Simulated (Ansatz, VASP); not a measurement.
One calculation of Si, two programs

```
Si
1.0
     0.00000   -3.08021    3.08021
     3.08021   -3.08021    0.00000
     3.08021    0.00000    3.08021
Si
4
Direct
  0.00000 0.00000 0.00000
  0.25000 0.25000 0.25000
  0.50000 0.50000 0.50000
  0.75000 0.75000 0.75000
```

Alike in both runs: task relaxation of cell and atoms; functional PBE; k mesh 12 × 12 × 12; occupations gaussian, width 0.1 eV; no spin polarisation.

|  | VASP | Ansatz |
| --- | --- | --- |
| version | VASP 6.6.1 | Ansatz 0.2.0 |
| potentials or method | VASP PAW PBE potentials, release 64 (Si) | scalar-relativistic, plane waves, PAW |
| plane-wave cutoff (eV) | 600 | 420 |
| valence electrons in the cell | 16 | 16 |

VASP gave:

| Item | Value |
| --- | --- |
| gap on the k mesh at the Fermi level, each at its own relaxed structure (eV) | none |
| relaxed volume (Å³/atom) | 14.67 |
| relaxed cell length with the largest relative difference (Å) | 4.362 |

**Question.** What did Ansatz give for the same quantities?

**Answer.** gap on the k mesh at the Fermi level, each at its own relaxed structure (eV): none; relaxed volume (Å³/atom): 14.66; relaxed cell length with the largest relative difference (Å): 4.360.

A gap of «none» marks a metal or a gap that the smearing closes.

Caveats: the bands computed are all filled at some k points, so no gap is given. PBE usually gives volumes a little too large and moduli too small. Zero-point motion and thermal expansion aren't in these numbers.
